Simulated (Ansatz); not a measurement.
**Preparing BaZrO3 (I4/mcm) as a host crystal**

Aim: the runs on the perfect crystal BaZrO3 (I4/mcm) that a defect calculation needs first.

Calculated with Ansatz 0.2.0; plane-wave PAW DFT, PBEsol; relaxation of the host's cell and atoms, in the first sound run; inputs show where later runs differ.

**1. The starting structure**

It takes space group I4/mcm (No. 140, tetragonal). Conventional cell: a = 5.954 Å, b = 5.954 Å, c = 8.428 Å, α = 90.00°, β = 90.00°, γ = 90.00°. Nearest to Ba lie 12 O at 2.92 to 3.04 Å. Nearest to Zr lie 6 O at 2.11 Å. Nearest to O lie 2 Zr at 2.11 Å and 4 Ba at 2.98 Å. Nearest to O lie 2 Zr at 2.11 Å and 4 Ba at 2.92 to 3.04 Å. Farther neighbours and most contacts between anions are not listed.

**2. Host cell relaxation**

Lattice and positions are set free, within the symmetry that the program keeps.

File cell/input.yaml:

```yaml
crystal:
  lattice:
    - [-2.9769652, 2.9769652, 4.2139423]
    - [2.9769652, -2.9769652, 4.2139423]
    - [2.9769652, 2.9769652, -4.2139423]
  atoms:
    - { symbol: Ba, position: [0.75, 0.25, 0.5] }
    - { symbol: Ba, position: [0.25, 0.75, 0.5] }
    - { symbol: Zr, position: [0.0, 0.0, 0.0] }
    - { symbol: Zr, position: [0.5, 0.5, 0.0] }
    - { symbol: O, position: [0.75, 0.75, 0.0] }
    - { symbol: O, position: [0.25, 0.25, 0.0] }
    - { symbol: O, position: [0.23936707, 0.73936707, 0.97873414] }
    - { symbol: O, position: [0.76063293, 0.26063293, 0.02126586] }
    - { symbol: O, position: [0.73936707, 0.76063293, 0.5] }
    - { symbol: O, position: [0.26063293, 0.23936707, 0.5] }
basis:
  ecutwfc: 420
  xc_grid: 2
hamiltonian:
  xc: pbesol
kpoints:
  mp_grid: { grid: [7, 7, 7] }
scf:
  occupations: { method: fixed }
  max_iter: 100
relax:
  f_tol: 0.005
  max_steps: 60
  cell: {}
output:
  forces: true
  stress: true
checkpoint:
  write: "../cell.run"
  compress: false
  write_wavefunctions: false
  write_every: 100000
```

Launch:

```bash
$ ansatz run input.yaml --threads 32 --pin off --max-ram 84787MiB --backend cpu --events-out ev --progress --plain --runs-dir out
```

Numbers of over 12 decimals in the logs are rounded to 6 here.

The log of the run:

```text
[... repeated set-up lines and file paths are left out, and long positions are rounded to six places ...]
Engine: ansatz 0.2.0, aarch64-unknown-linux-gnu
Pseudopotentials: kind: paw
Pseudopotential: Ba, paw, valence charge 10, recommended cutoff 420 eV (normal), Ba.paw.azcp
Pseudopotential: Zr, paw, valence charge 12, recommended cutoff 420 eV (normal), Zr.paw.azcp
Pseudopotential: O, paw, valence charge 6, recommended cutoff 420 eV (normal), O.paw.azcp
Functional definition: PBEsol
  exchange = pbesol_x
  correlation = pbesol_c
Crystal: 10 atoms, lattice volume = 149.381 Å³
Basis set: ecut = 420 eV, 2891 PW (Γ), exchange–correlation on 80×80×80 points (8 copies of the dense FFT grid, shifted against one another)
Bands: 50, of which v1, the nominal top of the filled ones, is band 40 counted from 1 (39 counted from 0)
Symmetry: 16 space group operations
Space group: I4/mcm (ITA 140), of the structure as read, at distance tolerance 5.3e-5 Å
k-points: 40 of 343
Non-local potential: Ba, projectors of the file, l = 0: 3, l = 1: 2, l = 2: 2, l = 3: 2
Non-local potential: Zr, projectors of the file, l = 0: 3, l = 1: 2, l = 2: 2, l = 3: 2
Non-local potential: O, projectors of the file, l = 0: 2, l = 1: 2, l = 2: 1
PAW form: soft (Blöchl's): semilocal exchange-correlation on the pseudo side does not see the compensation charge
PAW frozen core: Ba, regenerated for the run's functional, and the local potential with it (the file was generated under x = pbe(κ = 0.804, μ = 0.219515), c = pbe(β = 0.066725))
PAW frozen core: Zr, regenerated for the run's functional, and the local potential with it (the file was generated under x = pbe(κ = 0.804, μ = 0.219515), c = pbe(β = 0.066725))
PAW frozen core: O, regenerated for the run's functional, and the local potential with it (the file was generated under x = pbe(κ = 0.804, μ = 0.219515), c = pbe(β = 0.066725))
PAW one-centre angular grid: Ba, 194 points (default); XC on 64 Gauss nodes
PAW one-centre angular grid: Zr, 590 points (default); XC on 64 Gauss nodes
PAW one-centre angular grid: O, 110 points (default); XC on 64 Gauss nodes
Initial density: superposition of atomic densities (neutral atoms: chi_scale 0, normalization atom), corrected by the library's trained network
Initial wavefunctions: pseudopotential atomic-orbital guess
Functional: x = pbesol(κ = 0.804, μ = 0.123457), c = pbesol(β = 0.046)
SCF iter   1: F=—  HF=-23366.034832 eV  |Δ(HF+E_count)|=         —  Δρ=1.60e-2  dr2=3.33e-1  Hψ=7557
preconditioner: auto → Resta (q_TF=auto, 2.459 Å⁻¹)  ε∞=3.8  [insulator: Δε(μ)=2.908 eV  Ē_g=15.898 eV  n_scr=26 (ndim 8)  ℏωp=26.5 eV  f_vac=0.000  ε∞_Penn≈3.8]
SCF iter   2: F=—  HF=-23365.960746 eV  |Δ(HF+E_count)|=   7.41e-2  Δρ=5.18e-3  dr2=2.77e-2  Hψ=3570
SCF iter   3: F=—  HF=-23365.954339 eV  |Δ(HF+E_count)|=   6.41e-3  Δρ=1.16e-3  dr2=1.59e-3  Hψ=3221
automatic band count: iteration 3 solves 49 bands in place of 50: the levels show a gap, and the empty bands left out lie too high to hold charge; the band table lists the bands solved (type scf.n_extra_bands for more)
SCF iter   4: F=—  HF=-23365.954292 eV  |Δ(HF+E_count)|=   4.74e-5  Δρ=1.59e-4  dr2=2.73e-5  Hψ=3615
SCF iter   5: F=—  HF=-23365.954287 eV  |Δ(HF+E_count)|=   4.95e-6  Δρ=4.22e-5  dr2=2.89e-6  Hψ=3403
SCF iter   6: F=—  HF=-23365.954287 eV  |Δ(HF+E_count)|=   3.60e-7  Δρ=1.62e-5  dr2=3.40e-7  Hψ=3470
SCF iter   7: F=—  HF=-23365.954287 eV  |Δ(HF+E_count)|=   2.26e-7  Δρ=1.85e-5  dr2=4.28e-7  Hψ=7427
SCF iter   8: F=-23365.954287 eV  HF=-23365.954287 eV  |Δ(HF+E_count)|=   6.95e-8  Δρ=1.46e-6  dr2=2.56e-9  Hψ=7070
SCF 1 converged in 8 iterations: F = -23365.954287 eV  dr2 = 2.56e-9
  greatest PAW one-centre occupation: 0.996 electrons in one spin orbital (limit 2), on the Zr atom at site 2 (counted from 0), in its partial waves of l = 0
relax step   1: F+E_penalty+E_count = -23365.95428679 eV  Δ(F+E_penalty+E_count) = +0.000e0 eV  max|allowed force component| = 7.816e-3 eV/Å  Δτ_max = 0.0000 Å  P = -3.498 GPa  Ω = 149.381 Å³  (8 SCF iters, dr2 threshold 1.00e-7 eV, accepted)
[... the SCF cycles and remarks between the steps are left out from here to the last step ...]
relax step   2: F+E_penalty+E_count = -23365.99479916 eV  Δ(F+E_penalty+E_count) = -4.051e-2 eV  max|allowed force component| = 2.069e-2 eV/Å  Δτ_max = 0.0121 Å  P = +2.295 GPa  Ω = 144.196 Å³  energy of the carried Pulay correction = +1.729e-2 eV  (5 SCF iters, dr2 threshold 1.00e-6 eV, accepted)
relax step   3: F+E_penalty+E_count = -23366.00211424 eV  Δ(F+E_penalty+E_count) = -7.315e-3 eV  max|allowed force component| = 1.560e-2 eV/Å  Δτ_max = 0.0028 Å  P = -0.042 GPa  Ω = 146.162 Å³  energy of the carried Pulay correction = +1.066e-2 eV  (5 SCF iters, dr2 threshold 1.00e-6 eV, accepted)
relax step   4: F+E_penalty+E_count = -23366.00298121 eV  Δ(F+E_penalty+E_count) = -8.670e-4 eV  max|allowed force component| = 1.580e-2 eV/Å  Δτ_max = 0.0084 Å  P = -0.022 GPa  Ω = 146.126 Å³  energy of the carried Pulay correction = +1.078e-2 eV  (6 SCF iters, dr2 threshold 1.52e-8 eV, accepted)
relax step   5: F+E_penalty+E_count = -23366.00860397 eV  Δ(F+E_penalty+E_count) = -5.623e-3 eV  max|allowed force component| = 7.055e-3 eV/Å  Δτ_max = 0.0725 Å  P = -0.006 GPa  Ω = 145.901 Å³  energy of the carried Pulay correction = +1.154e-2 eV  (8 SCF iters, dr2 threshold 1.56e-8 eV, accepted)
relax step   6: F+E_penalty+E_count = -23366.00878482 eV  Δ(F+E_penalty+E_count) = -1.808e-4 eV  max|allowed force component| = 1.004e-2 eV/Å  Δτ_max = 0.0357 Å  P = -0.041 GPa  Ω = 145.797 Å³  energy of the carried Pulay correction = +1.189e-2 eV  (6 SCF iters, dr2 threshold 1.95e-7 eV, rejected (line search))
relax step   7: F+E_penalty+E_count = -23366.00917346 eV  Δ(F+E_penalty+E_count) = -5.695e-4 eV  max|allowed force component| = 8.686e-4 eV/Å  Δτ_max = 0.0120 Å  P = -0.001 GPa  Ω = 145.855 Å³  energy of the carried Pulay correction = +1.169e-2 eV  (9 SCF iters, accepted)
relax step   8: F+E_penalty+E_count = -23365.99875496 eV  Δ(F+E_penalty+E_count) = +1.042e-2 eV  max|allowed force component| = 1.040e-3 eV/Å  Δτ_max = 0.0000 Å  P = -0.130 GPa  Ω = 145.855 Å³  stress off target by 1.33e-1 GPa  SCF on the basis re-selected at this cell (its energy is not comparable with the rows above)  (5 SCF iters)
relax step   9: F+E_penalty+E_count = -23365.99927548 eV  Δ(F+E_penalty+E_count) = -5.205e-4 eV  max|allowed force component| = 8.157e-5 eV/Å  Δτ_max = 0.0044 Å  P = +0.007 GPa  Ω = 145.719 Å³  energy of the carried Pulay correction = +4.553e-4 eV  (5 SCF iters, dr2 threshold 4.45e-8 eV, accepted)
iter 1 solved again at ethr=1.19e-7 eV; its pass at ethr=3.10e-3 eV (dr2=9.53e-5 eV) is discarded
SCF iter   1: F=—  HF=-23365.998926 eV  |Δ(HF+E_count)|=         —  Δρ=6.96e-6  dr2=2.22e-8  Hψ=13081
eigensolver tolerance schedule: the retry pair's looser diagonalisation over-reported the residual by 4282.26 of it (diagonalisation noise at 0.20 of the residual, at the tolerance the schedule requests for it); [...]
SCF iter   2: F=—  HF=-23365.998934 eV  |Δ(HF+E_count)|=   8.13e-6  Δρ=3.24e-6  dr2=5.51e-9  Hψ=4452
SCF iter   3: F=—  HF=-23365.998934 eV  |Δ(HF+E_count)|=   2.35e-9  Δρ=1.70e-6  dr2=1.19e-9  Hψ=2830
SCF iter   4: F=-23365.998934 eV  HF=-23365.998934 eV  |Δ(HF+E_count)|=   1.29e-9  Δρ=2.38e-7  dr2=7.21e-11  Hψ=8052
SCF 10 converged in 4 iterations: F = -23365.998934 eV  dr2 = 7.21e-11
relax step  10: F+E_penalty+E_count = -23365.99893386 eV  Δ(F+E_penalty+E_count) = +3.416e-4 eV  max|allowed force component| = 7.450e-5 eV/Å  Δτ_max = 0.0000 Å  P = +0.004 GPa  Ω = 145.719 Å³  stress off target by 5.15e-3 GPa  SCF on the basis re-selected at this cell (its energy is not comparable with the rows above)  (4 SCF iters)
basis re-selected at this cell: Δ(F+E_penalty+E_count) = +3.416e-4 eV, ΔP = -0.003 GPa vs the last step (what re-selecting the basis moved, of the pressure what is left beyond the Pulay correction that the steps carried, after the strain that the cell walked [...]
SCF converged after 4 iterations
Free energy (F): -23365.998934 eV
Harris-Foulkes:  -23365.998934 eV  (|F-HF|=3.64e-12)
Internal energy: -23365.998934 eV  (E = F + TS)
E sigma→0 (E₀):  -23365.998934 eV
Fermi energy:    9.722539 eV
--- Per-component energies (eV) ---
  E_band       = -180.480938
  E_kinetic    = 2063.043153
  E_local      = -3834.137430  (includes V_loc(G=0)·N_el)
  E_nonlocal   = 559.875822
  E_hartree    = 1350.916976
  E_xc         = -1100.671124
  E_vxc        = -1224.492433  (∫ρ·V_xc dr)
  E_paw        = -16991.724294  (= ΣΔE_a)
  E_vpaw       = -446.618699  (= ΣTr[D̂ρ^β])
  E_aug_tail   = 0.014786  (compensation charges beyond the density's cutoff)
  E_ewald      = -5414.162859
  E_core_change = 0.846035  (= ΣΔE_core)
  E_smearing   = -0.000000  (= −TS)
  E_closure    = 0.000000  (closes the sum)
  Σ components = -23365.998934   (vs F -23365.998934, Δ=0.00e0)
--- Forces (eV/Å), atoms counted from 1 ---
  atom   1  Ba    -0.00000000     0.00000000     0.00000000
  atom   2  Ba     0.00000000     0.00000000     0.00000000
  atom   3  Zr     0.00000000     0.00000000     0.00000000
  atom   4  Zr     0.00000000     0.00000000     0.00000000
  atom   5  O      0.00000000     0.00000000     0.00000000
  atom   6  O      0.00000000     0.00000000     0.00000000
  [... 4 more lines of this table ...]
  max |Σ_I F_I| component: 1.30e-18 eV/Å
--- Stress (GPa, compression-positive) ---
        0.003058      -0.000000       0.000000
       -0.000000       0.003058       0.000000
        0.000000       0.000000       0.005150
  P = ⅓ Tr σ = 0.0038 GPa (0.038 kbar)
--- Relaxed structure (8 steps of the walk, 7 accepted, 2 SCFs on fresh bases) ---
  F+E_penalty+E_count = -23365.99893386 eV   max|allowed force component| = 7.450e-5 eV/Å   (the final SCF, on the basis selected at the relaxed cell)
  cell:  # Å, volume = 145.7185 Å³
    - [-2.948587, 2.948587, 4.190125]
    - [2.948587, -2.948587, 4.190125]
    - [2.948587, 2.948587, -4.190125]
  atoms:
    - { symbol: Ba, position: [0.750000, 0.25, 0.5] }
    - { symbol: Ba, position: [0.25, 0.750000, 0.5] }
    - { symbol: Zr, position: [0, 0, 0] }
    - { symbol: Zr, position: [0.500000, 0.500000, 0] }
    - { symbol: O, position: [0.750000, 0.750000, 0] }
    - { symbol: O, position: [0.250000, 0.250000, 0] }
  [... 4 more lines of this table ...]
```

The job ended after 7.7 s (32 threads of Arm Neoverse V2, shared host; peak memory 1.4 GiB; 3.2 min of CPU time).

Step by step:

```csv
step,energy less that of the first step (eV),largest force component (eV/Å),pressure (GPa),volume (Å³)
1,0.0000,0.0078,-3.50,149.38
2,-0.0405,0.0207,2.29,144.20
3,-0.0478,0.0156,-0.04,146.16
4,-0.0487,0.0158,-0.02,146.13
5,-0.0543,0.0071,-0.01,145.90
6,-0.0545,0.0100,-0.04,145.80
7,-0.0549,0.0009,0.00,145.86
8,-0.0445,0.0010,-0.13,145.86
9,-0.0450,0.0001,0.01,145.72
10*,-0.0446,0.0001,0.00,145.72
```

Relaxation steps marked * repeat the geometry before them on a plane-wave basis chosen anew for their cell, so energy and pressure can jump there. The log counts 2 steps on a newly chosen plane-wave basis, not all of them marked here; energy and pressure can jump at such steps. Relaxation step 6 was tried and not accepted.

Forces are held to the 16 operations that the run works with; a distortion that breaks them can't arise in this run.

```csv
"conventional cell, symmetrised",before,after,change
a (Å),5.954,5.897,-1.0 %
b (Å),5.954,5.897,-1.0 %
c (Å),8.428,8.380,-0.6 %
volume (Å³/atom),14.94,14.57,-2.5 %
```

The atoms that moved most (Å, as changes of fractional coordinates times the final cell):

```csv
atom,dx,dy,dz,length
O10,-0.078,0.078,0.000,0.111
O8,0.078,0.078,0.000,0.111
O7,-0.078,-0.078,0.000,0.111
O9,0.078,-0.078,0.000,0.111
```

Numbers from this step:

* pressure: 0.003755 GPa

The relaxation ends with a largest force component of 7.5e-5 eV/Å and a pressure of 0.00 GPa.

**3. Dielectric tensors of the host**

The response to a uniform electric field gives the electronic dielectric tensor.

This step: plane-wave PAW DFPT, PBEsol; dielectric tensors, Born charges and zone-centre modes of the host (Ansatz 0.2.0).

File eps/input.yaml:

```yaml
crystal:
  lattice:
    - [-2.9485869839, 2.9485869839, 4.1901245051]
    - [2.9485869839, -2.9485869839, 4.1901245051]
    - [2.9485869839, 2.9485869839, -4.1901245051]
  atoms:
    - { symbol: Ba, position: [0.75, 0.25, 0.5] }
    - { symbol: Ba, position: [0.25, 0.75, 0.5] }
    - { symbol: Zr, position: [0.0, 0.0, 0.0] }
    - { symbol: Zr, position: [0.5, 0.5, 0.0] }
    - { symbol: O, position: [0.75, 0.75, 0.0] }
    - { symbol: O, position: [0.25, 0.25, 0.0] }
    - { symbol: O, position: [0.2260561087, 0.7260561087, 0.9521122174] }
    - { symbol: O, position: [0.7739438913, 0.2739438913, 0.0478877826] }
    - { symbol: O, position: [0.7260561087, 0.7739438913, 0.5] }
    - { symbol: O, position: [0.2739438913, 0.2260561087, 0.5] }
basis:
  ecutwfc: 420
hamiltonian:
  xc: pbesol
kpoints:
  mp_grid: { grid: [6, 6, 6] }
scf:
  occupations: { method: fixed }
  max_iter: 100
phonons:
  method: dfpt
  dielectric: true
  rigid_motions: translations
```

The log of the run:

```text
[...]
Crystal: 10 atoms, lattice volume = 145.719 Å³
Basis set: ecut = 420 eV, 2775 PW (Γ), exchange–correlation on 80×80×80 points (8 copies of the dense FFT grid, shifted against one another)
Bands: 50, of which v1, the nominal top of the filled ones, is band 40 counted from 1 (39 counted from 0)
Symmetry: 16 space group operations
k-points: 112 of 216 (irreducible under 1 space group operation, time reversal used)
[...]
SCF iter   1: F=—  HF=-23366.077893 eV  |Δ(HF+E_count)|=         —  Δρ=1.61e-2  dr2=3.25e-1  Hψ=21229
[...]
SCF iter   9: F=-23365.998993 eV  HF=-23365.998993 eV  |Δ(HF+E_count)|=   4.03e-9  Δρ=1.49e-7  dr2=3.53e-11  Hψ=46322
SCF 1 converged in 9 iterations: F = -23365.998993 eV  dr2 = 3.53e-11
[...]
NSCF: frozen V_eff on 4 k-points
DFPT response loops at Γ: preconditioner auto → none (the input reference at scf.mixing.eps_inf says where Resta's filter doesn't serve); β = 0.50; Broyden in place of MSR1
SCF converged after 9 iterations
Free energy (F): -23365.998993 eV
[...]
Internal energy: -23365.998993 eV  (E = F + TS)
E sigma→0 (E₀):  -23365.998993 eV
Fermi energy:    9.725084 eV
[...]
--- Band table (eV; the first three rows and the last of 112) ---
[...]
--- Phonons (Γ-DFPT): 8 representative perturbations + reference, on 112 of 216 k-points (Σ response iterations 31) ---
  k mesh reduced under 1 symmetry operation, with k and −k counted as one. Each operation leaves every solved perturbation unchanged. A smaller set is not considered because the run solves the response to a homogeneous field
  ASR residual: 5.259e-5 → 0.000e0 eV/Å²; symmetrization residual: 5.967e-6 eV/Å²
  ASR residual per site (eV/Å²): 3.72e-5 3.72e-5 5.26e-5 5.26e-5 5.04e-5 5.04e-5 4.34e-5 4.34e-5 4.34e-5 4.34e-5
  Γ frequencies (cm⁻¹): 0.00 0.00 0.00 25.92 25.92 100.56 100.56 103.87 103.87 103.97 109.22 113.17 189.67 189.67 192.09 193.54 193.54 201.85 300.13 301.21 301.21 354.37 354.37 356.82 490.00 490.00 493.01 531.28 532.63 787.97
  ε∞ (high-frequency dielectric tensor):
        4.925517     0.000000     0.000000
        0.000000     4.925517     0.000000
        0.000000     0.000000     4.975338
  ε⁰ (static dielectric tensor: ions relaxed, cell fixed):
       57.050597     0.000000    -0.000000
        0.000000    57.050597     0.000000
       -0.000000     0.000000    52.851597
  ε⁰ − ε∞ (ionic part):
       52.125080     0.000000    -0.000000
        0.000000    52.125080     0.000000
       -0.000000     0.000000    47.876259
  softest optical mode at Γ: 25.92 cm⁻¹; the repairs (sum rule, projections) moved no ω² at Γ by more than (1.98 cm⁻¹)²
  Born effective charges Z* (e; rows j = field, columns β = displacement):
    site 0:
         2.70989   -0.00000   -0.00000
         0.00000    2.70989   -0.00000
         0.00000    0.00000    2.80265
    site 1:
         2.70989   -0.00000   -0.00000
         0.00000    2.70989    0.00000
         0.00000   -0.00000    2.80265
    site 2:
         6.09230    0.12732   -0.00000
        -0.12732    6.09230    0.00000
         0.00000    0.00000    6.11020
    site 3:
         6.09230   -0.12732   -0.00000
         0.12732    6.09230    0.00000
        -0.00000    0.00000    6.11020
    site 4:
        -2.00760   -0.00000   -0.00000
         0.00000   -2.00760   -0.00000
         0.00000    0.00000   -4.81355
    site 5:
        -2.00760   -0.00000   -0.00000
         0.00000   -2.00760    0.00000
         0.00000   -0.00000   -4.81355
    site 6:
        -3.39730    1.38402   -0.00000
         1.38402   -3.39730    0.00000
         0.00000    0.00000   -2.04965
    site 7:
        -3.39730    1.38402    0.00000
         1.38402   -3.39730   -0.00000
         0.00000   -0.00000   -2.04965
    site 8:
        -3.39730   -1.38402   -0.00000
        -1.38402   -3.39730    0.00000
         0.00000   -0.00000   -2.04965
    site 9:
        -3.39730   -1.38402    0.00000
        -1.38402   -3.39730   -0.00000
         0.00000   -0.00000   -2.04965
  Z* charge neutrality: 1.195e-4 e pre-enforcement
  k-mesh period / interband length: 35.4 Å / 1.63 Å = 21.66 at k = (0.0000, 0.0000, 0.0000), direct gap 3.275 eV — 14 or more, which is no proof of convergence
  optical modes at Γ without the LO–TO term, one row a degenerate level:
      ω (cm⁻¹)  modes    IR ((D/Å)²/amu)
         25.92      2             0.0000
[...]
optical modes at Γ + LO–TO along q̂ = [1.0000, 0.0000, 0.0000]:
      ω (cm⁻¹)  modes    IR ((D/Å)²/amu)
[...]
optical modes at Γ + LO–TO along q̂ = [0.0000, 1.0000, 0.0000]:
      ω (cm⁻¹)  modes    IR ((D/Å)²/amu)
[...]
optical modes at Γ + LO–TO along q̂ = [0.0000, 0.0000, 1.0000]:
      ω (cm⁻¹)  modes    IR ((D/Å)²/amu)
[...]
193.54      2            42.5898
        201.85      1             0.0000
        300.13      1             0.0000
        301.21      2             2.8542
        354.37      2             0.0000
        356.82      1             0.0000
        370.97      1            11.5157
        490.00      2            75.7924
        531.28      1             0.0000
        532.63      1             0.0000
        683.64      1           100.9053
        787.97      1             0.0000
```

Elapsed: 54 s, on 32 threads; peak memory 4.3 GiB.

The column dr2 measures how far the density is from self-consistency, as an energy; F and HF (Harris–Foulkes) agree once it is small.

Electronic dielectric tensor:

```
4.93 0.00 0.00
0.00 4.93 0.00
0.00 0.00 4.98
```

Static dielectric tensor:

```
57.05  0.00  0.00
 0.00 57.05  0.00
 0.00  0.00 52.85
```

The principal values of the electronic dielectric tensor are 4.93, 4.93 and 4.98. The principal values of the static dielectric tensor are 52.85, 57.05 and 57.05.

(Part 1 of 2 ends here.)

[Logs are printed without paths, hosts, clocks, repeated set-up lines and the standing remarks that a program may print on its own settings, such as how far it seeks lower states.]

[Hosts, paths, dates, database ids (printed as entryN), source tags and the programs' standing remarks are cut or masked in the printed files.]

[Runs of the host that timed out are not shown.]

[For some hosts the program warned that the k-mesh of the response run may be too coarse for force constants and the static dielectric constant; such warnings are not always shown.]
